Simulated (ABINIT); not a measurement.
A run of ABINIT 10.8.3 (patched build) is set up as follows.

File run.py:

```python
import json, os
import numpy as np
from ase.units import GPa
from ase.calculators.abinit import Abinit, AbinitProfile
from ase.io import read

atoms = read('CdSe.cif')

profile = AbinitProfile(command='abinit', pp_paths=[os.path.abspath('pseudos')])
params = dict(
    pps='pawxml', xc='PBE',
    ecut=598.6505,
    pawecutdg=1197.301,
    pawxcdev=0,
    kptopt=1,
    ngkpt=[8, 8, 8],
    nshiftk=1,
    shiftk=[0.0, 0.0, 0.0],
    ixc=11,
    nband=13,
    occopt=3,
    tsmear=0.05,
    nstep=100,
    tolvrs=1e-09,
    prtwf=0,
    prtden=0,
)

atoms.calc = Abinit(profile=profile, directory='run', **params)
energy = atoms.get_potential_energy()
forces = atoms.get_forces()
stress = atoms.get_stress()
print(f'energy {energy:.6f} eV')
print('forces (eV/A)')
print(np.round(forces, 5))
print('stress (GPa, Voigt, tension positive)', np.round(stress / GPa, 4))
json.dump(dict(energy=energy, forces=forces.tolist(), stress=stress.tolist(), cell=atoms.cell.tolist(), frac=atoms.get_scaled_positions(wrap=False).tolist()), open('results.json', 'w'))
```

CdSe.cif

```cif
data_CdSe
_cell_length_a 3.55686000
_cell_length_b 3.55686000
_cell_length_c 3.55686000
_cell_angle_alpha 90.00000000
_cell_angle_beta 90.00000000
_cell_angle_gamma 90.00000000
_space_group_name_H-M_alt 'P1'
_space_group_name_Hall 'P 1'
_space_group_IT_number 1
loop_
_space_group_symop_operation_xyz
'x,y,z'
loop_
_atom_site_label
_atom_site_type_symbol
_atom_site_symmetry_multiplicity
_atom_site_Wyckoff_symbol
_atom_site_fract_x
_atom_site_fract_y
_atom_site_fract_z
_atom_site_occupancy
Cd1 Cd 1 a 0.5000000000 0.5000000000 0.5000000000 1
Se1 Se 1 a 0.0000000000 0.0000000000 0.0000000000 1
```

Potentials or basis: JTH PAW PBE v2.0.

Launch:

```sh
$ python run.py
```

Problem. Predict the band gap on the k mesh.

Solution. None (metal or under the smearing width).

Problem. What does it give for the pressure?

Solution. 0.0 GPa.
